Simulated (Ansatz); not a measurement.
# GaP: the cost of one run

Program: Ansatz 0.2.0. Level of theory: DFT PBEsol, scalar-relativistic, plane waves, PAW. These are calculated values, not measurements.

4 further runs of the same task are left out: 1 that didn't finish, 3 set aside as unsound or not needed.

**1. The structure to begin with**

The structure is cubic, space group F-43m (No. 216). Conventional cell: a = 5.438 Å, b = 5.438 Å, c = 5.438 Å, α = 90.00°, β = 90.00°, γ = 90.00°. Ga (site symmetry -43m) has 4 P at 2.35 Å as nearest neighbours. P (site symmetry -43m) is surrounded by 4 Ga at 2.35 Å.

Coordinates:

```
Ga P
1.0
     0.00000    2.71923    2.71923
     2.71923    0.00000    2.71923
     2.71923    2.71923    0.00000
Ga P
1 1
Direct
  0.00000 0.00000 0.00000
  0.75000 0.75000 0.75000
```

It is the result of an earlier relaxation at this level (volume 20.11 Å³/atom; gap on the mesh: 1.50 eV).

**2. Relaxing at 16 GPa**

What is minimised here is the enthalpy; the energy can go up as the cell is squeezed.

input.yaml reads:

```yaml
crystal:
  lattice:
    - [0.0, 2.7192250973, 2.7192250973]
    - [2.7192250973, 0.0, 2.7192250973]
    - [2.7192250973, 2.7192250973, 0.0]
  atoms:
    - { symbol: Ga, position: [0.0, 0.0, 0.0] }
    - { symbol: P, position: [0.75, 0.75, 0.75] }
basis:
  ecutwfc: 420
kpoints:
  mp_grid: { grid: [8, 8, 8] }
hamiltonian:
  xc: pbesol
scf:
  occupations: { method: fixed }
output:
  forces: true
  stress: true
  eigenvalues: true
relax:
  adjacent_minimum: "off"
  f_tol: 0.001
  max_steps: 60
  cell: { stress_tol: 0.02, p_target: 16.0 }
```

Launch:

```sh
$ ansatz run input.yaml --threads 1 --pin off --max-ram 3072MiB --backend cpu --events-out ev --progress --plain --runs-dir out
```

What time and memory should one allow on 1 thread of Intel Xeon Platinum 8259CL at 2.50GHz (Skylake/Cascade Lake), shared host?

About 18 s, with a peak of 0.38 GiB.
